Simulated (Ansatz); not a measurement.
4 guesses for Si₂Mo and where they end

Theory: DFT PBE, scalar-relativistic, plane waves, PAW (Ansatz 0.2.0). Settings: cutoff 420 eV, Γ-centred meshes spaced at most about 0.3 Å⁻¹, and about 0.25 Å⁻¹ or finer for metals (2π included), Gaussian smearing. No spin polarisation in the final relaxations.

Each guess was relaxed in cell and atoms at zero pressure, within the symmetry of its start. Temperature and zero-point effects are left out. Coordination counts Si atoms around Mo (those within 1.25 times the shortest such distance or 1.15 times the sum of covalent radii).

| guess | made from | start group | V start (Å³/atom) | end group | V end (Å³/atom) | coordination at the end | gap on mesh (eV) | E over the lowest end (meV/atom) |
| --- | --- | --- | --- | --- | --- | --- | --- | --- |
| 1 | random cell | Pmmm | 17.7 | ? | ? | ? | ? | ? |
| 2 | random cell | Cmmm | 16.7 | P4/mmm | 19.3 | Mo 6 | 0 | 933 |
| 3 | a cell as deposited in COD | I4/mmm | 13.4 | I4/mmm | 13.6 | Mo 10 | 0 | 0 |
| 4 | random cell | P6/mmm | 18.0 | P6/mmm | 16.2 | Mo 6 | 0 | 789 |

Guess 1 as it starts:

Space group Pmmm (No. 47). a = 4.610 Å, b = 4.680 Å, c = 4.920 Å, α = 90.00°, β = 90.00°, γ = 90.00°
```tsv
atom	site	symmetry	x	y	z
Si	4x	.m.	0.1662	0.5000	0.6504
Mo	2n	m2m	0.0000	0.7284	0.5000
```

Q: Predict the end of this guess and its energy over the lowest end.

A: It ends in space group Pmmm (No. 47), with a = 4.752 Å, b = 5.456 Å, c = 5.554 Å, 24.0 Å³/atom and no gap. It lies 1.39 eV/atom over the lowest end, above guess 2 and so the highest of the set. Counting Si atoms around Mo, this end has Mo 4 and the lowest (guess 3) has Mo 10. This end holds Si–Si units of three or more atoms (shortest 2.35 Å); in the lowest (guess 3) the shortest Si–Si distance is 2.60 Å, near bonding range too.

```
Si Mo
1.0
     4.75222    0.00000    0.00000
     0.00000    5.45584    0.00000
     0.00000    0.00000    5.55439
Si Mo
4 2
Direct
  0.50000 0.71607 0.21175
  0.50000 0.28393 0.21175
  0.50000 0.28393 0.78825
  0.50000 0.71607 0.78825
  0.23036 0.00000 0.50000
  0.76964 0.00000 0.50000
```

Formation energies are uncorrected and refer to the elements' standard structures at the same level.

Q: Is the lowest end bound against the elements?

A: Yes: its formation energy is −0.49 eV/atom. Whether it is stable depends on the other phases of the system, which aren't compared here.

Cells relaxed within their symmetry can be saddle points. Some candidate types were left out of the draw beforehand, so a known form may be missing.
